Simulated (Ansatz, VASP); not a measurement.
Two plane-wave programs on Mo

```
CELL_PARAMETERS angstrom
2.74234 0.00000 0.00000
-1.37117 2.37493 0.00000
0.00000 0.00000 2.55437
ATOMIC_POSITIONS crystal
Mo 0.00000 0.00000 0.50000
```

Change from the starting cell: strain +0.000 along x and y, +0.025 along z, atoms carried along.

Alike in both runs: task single point; functional PBEsol; k mesh 24 × 24 × 24; occupations gaussian, width 0.15 eV; no spin polarisation.

|  | VASP | Ansatz |
| --- | --- | --- |
| version | VASP 6.6.1 | Ansatz 0.2.0 |
| potentials or method | VASP PAW PBE potentials, release 64 (Mo_sv) | scalar-relativistic, plane waves, PAW |
| plane-wave cutoff (eV) | 520 | 420 |
| valence electrons in the cell | 14 | 14 |

```csv
,VASP,Ansatz,Ansatz less VASP
gap on the k mesh at the Fermi level (eV),none,none,-
pressure (GPa),-4.6,-5.1,-0.52
largest component of the traceless stress (GPa),5.67,5.78,+0.106
```

A gap of «none» marks a metal or a gap that the smearing closes.

Caveats: the PAW data sets were made with another functional, which shifts forces and pressure a little (VASP).
